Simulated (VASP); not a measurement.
# Si (Fd-3m) in VASP: notebook

The runs below take Si through single point, relaxation of cell and atoms, with PBE.

Everything below comes from runs of VASP 6.6.1. Logs are shortened: lines on timing, memory, paths and dates and some standing lists are left out, and cuts for length are marked.

### 1 Starting point

Symmetry: Fd-3m, No. 227, cubic system. Conventional cell: a = 5.470 Å, b = 5.470 Å, c = 5.470 Å, α = 90.00°, β = 90.00°, γ = 90.00°. Around Si (site symmetry -43m) lie 4 Si at 2.37 Å.

The cell was built by a generator and needn't be a form met in nature.

### 2 Single point, PBE

INCAR reads:

```
SYSTEM = Si
PREC = Accurate
ENCUT = 520
EDIFF = 1E-6
ISMEAR = 0
SIGMA = 0.02
LREAL = .False.
LASPH = .True.
NELM = 80
ALGO = Fast
ISIF = 2
LWAVE = .False.
LCHARG = .False.
GGA = PE
NBANDS = 11
```

KPOINTS reads:

```
regular mesh
0
Gamma
  8 8 8
  0 0 0
```

POSCAR reads:

```
Si
1.0
    0.0000000000      2.7347848946      2.7347848946
    2.7347848946      0.0000000000      2.7347848946
    2.7347848946      2.7347848946      0.0000000000
Si
2
Direct
    0.0000000000      0.0000000000      0.0000000000
    0.2500000000      0.2500000000      0.2500000000
```

Potentials or basis: VASP PAW PBE potentials, release 64 (Si).

The run is started by

```console
$ cat potpaw_PBE.64/Si/POTCAR > POTCAR
$ mpirun -np 1 vasp_std > vasp.out
```

OUTCAR:

```text
SYSTEM = Si
   PREC = Accurate
   ENCUT = 520
   EDIFF = 1E-6
   ISMEAR = 0
   LREAL = .False.
   LASPH = .True.
   NELM = 80
   ISIF = 2
   GGA = PE

 ion  position               nearest neighbor table
   1  0.000  0.000  0.000-   2 2.37   2 2.37   2 2.37   2 2.37
   2  0.250  0.250  0.250-   1 2.37   1 2.37   1 2.37   1 2.37

  LATTYP: Found a face centered cubic cell.
 ALAT       =     5.4695697892

  Lattice vectors:

 A1 = (   0.0000000000,   2.7347848946,   2.7347848946)
 A2 = (   2.7347848946,   0.0000000000,   2.7347848946)
 A3 = (   2.7347848946,   2.7347848946,   0.0000000000)

Analysis of symmetry for initial positions (statically):
=====================================================================
 Subroutine PRICEL returns:
 Original cell was already a primitive cell.

 Routine SETGRP: Setting up the symmetry group for a
 face centered cubic supercell.

 Subroutine GETGRP returns: Found 48 space group operations
 (whereof 24 operations were pure point group operations)
 out of a pool of 48 trial point group operations.

The static configuration has the point symmetry T_d .
 The point group associated with its full space group is O_h .

Analysis of symmetry for dynamics (positions and initial velocities):
=====================================================================
 Subroutine PRICEL returns:
 Original cell was already a primitive cell.

 Routine SETGRP: Setting up the symmetry group for a
 face centered cubic supercell.

 Subroutine GETGRP returns: Found 48 space group operations
 (whereof 24 operations were pure point group operations)
 out of a pool of 48 trial point group operations.

The dynamic configuration has the point symmetry T_d .
 The point group associated with its full space group is O_h .

 Subroutine INISYM returns: Found 48 space group operations
 (whereof 24 operations are pure point group operations),
 and found     1 'primitive' translations

----------------------------------------------------------------------------------------

                                     Primitive cell

  volume of cell :      40.9072

  direct lattice vectors                    reciprocal lattice vectors
     0.000000000  2.734784895  2.734784895    -0.182829736  0.182829736  0.182829736
     2.734784895  0.000000000  2.734784895     0.182829736 -0.182829736  0.182829736
     2.734784895  2.734784895  0.000000000     0.182829736  0.182829736 -0.182829736

  length of vectors
     3.867569888  3.867569888  3.867569888     0.316670392  0.316670392  0.316670392

  position of ions in fractional coordinates (direct lattice)
     0.000000000  0.000000000  0.000000000
     0.250000000  0.250000000  0.250000000

  ion indices of the primitive-cell ions
   primitive index   ion index
                 1           1
                 2           2

----------------------------------------------------------------------------------------

 KPOINTS: regular mesh

Automatic generation of k-mesh.
 Grid dimensions read from file:
 generate k-points for:    8    8    8

 Generating k-lattice:

  Cartesian coordinates                     Fractional coordinates (reciprocal lattice)
    -0.022853717  0.022853717  0.022853717     0.125000000  0.000000000  0.000000000
     0.022853717 -0.022853717  0.022853717     0.000000000  0.125000000  0.000000000
     0.022853717  0.022853717 -0.022853717     0.000000000  0.000000000  0.125000000

  Length of vectors
     0.039583799  0.039583799  0.039583799

  Shift w.r.t. Gamma in fractional coordinates (k-lattice)
     0.000000000  0.000000000  0.000000000

 Subroutine IBZKPT returns following result:
 ===========================================

 Found     29 irreducible k-points:

 Following reciprocal coordinates:
            Coordinates               Weight
  0.000000  0.000000  0.000000      1.000000
  0.125000  0.000000  0.000000      8.000000
  0.250000  0.000000  0.000000      8.000000
  0.375000  0.000000  0.000000      8.000000
  0.500000  0.000000  0.000000      4.000000
  0.125000  0.125000  0.000000      6.000000
[... 16 lines left out ...]
  0.500000  0.250000  0.125000     48.000000
 -0.375000  0.250000  0.125000     24.000000
 [... further k-points ...]
   k-points           NKPTS =     29   k-points in BZ     NKDIM =     29   number of bands    NBANDS=     11
   number of dos      NEDOS =    301   number of ions     NIONS =      2
   total plane-waves  NPLWV =  27000
   dimension x,y,z NGX =    30 NGY =   30 NGZ =   30
   dimension x,y,z NGXF=    60 NGYF=   60 NGZF=   60
   ions per type =               2
   NGX,Y,Z   is equivalent  to a cutoff of  12.90, 12.90, 12.90 a.u.
   NGXF,Y,Z  is equivalent  to a cutoff of  25.79, 25.79, 25.79 a.u.
 SYSTEM =  Si
   PREC   = accura    normal or accurate (medium, high low for compatibility)
   ISTART =      0    job   : 0-new  1-cont  2-samecut
   ICHARG =      2    charge: 1-file 2-atom 10-const
   ISPIN  =      1    spin polarized calculation?
   LNONCOLLINEAR =      F non collinear calculations
   LSORBIT =      F    spin-orbit coupling
   LASPH  =      T    aspherical Exc in radial PAW
   ENCUT  =  520.0 eV  38.22 Ry    6.18 a.u.   7.19  7.19  7.19*2*pi/ulx,y,z
   NELM   =     80;   NELMIN=  2; NELMDL= -5     # of ELM steps
   EDIFF  = 0.1E-05   stopping-criterion for ELM
   LREAL  =      F    real-space projection
   EDIFFG = 0.1E-04   stopping-criterion for IOM
   NSW    =      0    number of steps for IOM
   IBRION =     -1    ionic relax: 0-MD 1-quasi-New 2-CG
   NFREE  =      0    steps in history (QN), initial steepest desc. (CG)
   ISIF   =      2    stress and relaxation
   ISYM   =      2    0-nonsym 1-usesym 2-fastsym
   POTIM  = 0.5000    time-step for ionic-motion
   TEBEG  =    0.0;   TEEND  =   0.0 temperature during run
   PSTRESS=    0.0 pullay stress
   NELECT =       8.0000    total number of electrons
   NUPDOWN=      -1.0000    fix difference up-down
   EMIN   =  10.00;   EMAX   =-10.00  energy-range for DOS
   EFERMI =   0.00;   METHOD = LEGACY
   ISMEAR =     0;   SIGMA  =   0.02  broadening in eV -4-tet -1-fermi 0-gaus
   EFERMI_NEDOS =   21; number of points for ismear=-14 and -15
   IALGO  =     68    algorithm
   IMIX   =      4    mixing-type and parameters
     AMIX     =   0.40;   BMIX     =  1.00
     AMIX_MAG =   1.60;   BMIX_MAG =  1.00
  volume/ion in A,a.u.               =      20.45       138.03
  Fermi-wavevector in a.u.,A,eV,Ry     =   0.950251  1.795714 12.285747  0.902977
  Thomas-Fermi vector in A             =   2.078610
   LORBIT       =      0    0 simple, 1 ext, 2 COOP (PROOUT), +10 PAW based schemes
   GGA     = PE    functional components
   LHFCALC =     F    Hartree Fock is set to
   AEXX    =    0.0000 exact exchange contribution
   IVDW    =     0    specifies the selected vdW correction
   LEPSILON=     F    determine dielectric tensor
   LRPA    =     F    only Hartree local field effects (RPA)
 non-spin polarized calculation
 RMM-DIIS sequential band-by-band and
 Gauss-broadening in eV      SIGMA  =   0.02
  energy-cutoff  :      520.00
  volume of cell :       40.91
 maximum number of plane-waves:      1124
 NGX is ok and might be reduce to    30
   NGX = 15   NGY = 15   NGZ = 15

 number of electron       8.0000001 magnetization

 Free energy of the ion-electron system (eV)
  ---------------------------------------------------
  ext. energy  EPLUGINS =         0.00000000
  ---------------------------------------------------
  free energy    TOTEN  =       -10.84608641 eV

  energy without entropy =      -10.84608641  energy(sigma->0) =      -10.84608641

 E-fermi :   5.7255     XC(G=0):  -9.3245

 val. band max:        5.6132576520   @ k =   0.0000   0.0000   0.0000
 cond. band min:       6.2637868060   @ k =   0.3750   0.3750   0.0000
 fundamental gap:      0.6505291540
 Fermi energy:         5.7254525274

 k-point     1 :       0.0000    0.0000    0.0000
  band No.  band energies     occupation
      1      -6.1986      2.00000
      2       5.6133      2.00000
      3       5.6133      2.00000
      4       5.6133      2.00000
      5       8.1693      0.00000
      6       8.1693      0.00000
      7       8.1693      0.00000
      8       8.7420      0.00000
      9      13.3214      0.00000
     10      13.3214      0.00000
     11      13.4886      0.00000

 k-point     2 :       0.1250    0.0000    0.0000
  band No.  band energies     occupation
      1      -5.9982      2.00000
      2       4.0225      2.00000
      3       5.3309      2.00000
      4       5.3309      2.00000
      5       8.0546      0.00000
      6       8.5846      0.00000
      7       8.5846      0.00000
      8      10.1421      0.00000
      9      12.8486      0.00000
     10      12.8486      0.00000
     11      14.2641      0.00000

 k-point     3 :       0.2500    0.0000    0.0000
  band No.  band energies     occupation
      1      -5.4140      2.00000
      2       1.7276      2.00000
      3       4.8684      2.00000
      4       4.8684      2.00000
      5       7.5707      0.00000
      6       9.1025      0.00000
      7       9.1025      0.00000
      8      12.3607      0.00000
      9      12.7995      0.00000
     10      12.7995      0.00000
     11      14.5410      0.00000

 k-point     4 :       0.3750    0.0000    0.0000
  band No.  band energies     occupation
      1      -4.5399      2.00000
      2      -0.2560      2.00000
      3       4.5458      2.00000
      4       4.5458      2.00000
      5       7.2062      0.00000
      6       9.0657      0.00000
      7       9.0657      0.00000
      8      13.4492      0.00000
      9      14.1509      0.00000
     10      14.1509      0.00000
     11      15.1216      0.00000

 k-point     5 :       0.5000    0.0000    0.0000
  band No.  band energies     occupation
      1      -3.9209      2.00000
      2      -1.2536      2.00000
      3       4.4351      2.00000
      4       4.4351      2.00000
      5       7.0780      0.00000
      6       8.9622      0.00000
      7       8.9622      0.00000
      8      13.3140      0.00000
      9      16.1067      0.00000
     10      16.1070      0.00000
     11      16.7975      0.00000
[... 211 lines left out ...]
 k-point    21 :       0.5000    0.5000    0.0000
  band No.  band energies     occupation
      1      -2.1317      2.00000
      2      -2.1317      2.00000
      3       2.8201      2.00000
      4       2.8201      2.00000
      5       6.3650      0.00000
      6       6.3650      0.00000
      7      15.5456      0.00000
      8      15.5456      0.00000
      9      16.5187      0.00000
     10      16.5187      0.00000
     11      18.0580      0.00000

 k-point    22 :       0.3750    0.2500    0.1250
  band No.  band energies     occupation
      1      -4.8943      2.00000
      2       1.3454      2.00000
      3       2.9621      2.00000
      4       4.2135      2.00000
      5       8.0559      0.00000
      6       9.4385      0.00000
      7       9.8160      0.00000
      8      11.0527      0.00000
      9      13.3244      0.00000
     10      15.7156      0.00000
     11      16.5752      0.00000

 k-point    23 :       0.5000    0.2500    0.1250
  band No.  band energies     occupation
      1      -4.0251      2.00000
      2      -0.1736      2.00000
      3       2.3582      2.00000
      4       3.7263      2.00000
      5       8.4770      0.00000
      6       9.1422      0.00000
      7      10.5899      0.00000
      8      11.4903      0.00000
      9      14.5421      0.00000
     10      15.2378      0.00000
     11      17.5138      0.00000

 k-point    24 :      -0.3750    0.2500    0.1250
  band No.  band energies     occupation
      1      -3.3913      2.00000
      2      -1.0926      2.00000
      3       2.2268      2.00000
      4       3.5034      2.00000
      5       8.6358      0.00000
      6       8.7594      0.00000
      7      11.4586      0.00000
      8      12.6782      0.00000
      9      12.9185      0.00000
     10      16.1194      0.00000
     11      17.1637      0.00000

 [... further k-points ...]
[... 5 lines left out ...]
  --------------------------------------------------------------------------------------
  -------------------------------------------------------------------------------------
  Total       -0.0118815     -0.0118815     -0.0118815      0.0000000     -0.0000000      0.0000000
  in kB       -0.4653517     -0.4653517     -0.4653517      0.0000000     -0.0000000      0.0000000
  external PRESSURE =      -0.4653517 kB  Pullay stress =       0.0000000 kB

 VOLUME and BASIS-vectors are now :
 -----------------------------------------------------------------------------
  energy-cutoff  :      520.00
  volume of cell :       40.91
      direct lattice vectors                 reciprocal lattice vectors
     0.000000000  2.734784895  2.734784895    -0.182829736  0.182829736  0.182829736
     2.734784895  0.000000000  2.734784895     0.182829736 -0.182829736  0.182829736
     2.734784895  2.734784895  0.000000000     0.182829736  0.182829736 -0.182829736

 POSITION                                       TOTAL-FORCE (eV/Angst)
 -----------------------------------------------------------------------------------
      0.00000      0.00000      0.00000         0.000000      0.000000      0.000000
      1.36739      1.36739      1.36739        -0.000000     -0.000000     -0.000000
 -----------------------------------------------------------------------------------
    total drift:                               -0.000000     -0.000000     -0.000000

  FREE ENERGIE OF THE ION-ELECTRON SYSTEM (eV)
  ---------------------------------------------------
  free  energy   TOTEN  =       -10.8460864097 eV

  energy  without entropy=      -10.8460864097  energy(sigma->0) =      -10.84608641
```

Run time: 10 s. Hardware: 1 thread of Intel Xeon 6975P-C (Granite Rapids), shared host; peak memory 0.13 GiB.

What came out:

- Free energy: -10.8461 eV
- Pressure: 0.0 GPa
- Band gap on the k mesh: 0.65 eV, indirect (least direct gap 2.56 eV)

(Part 1 of 2 ends here.)
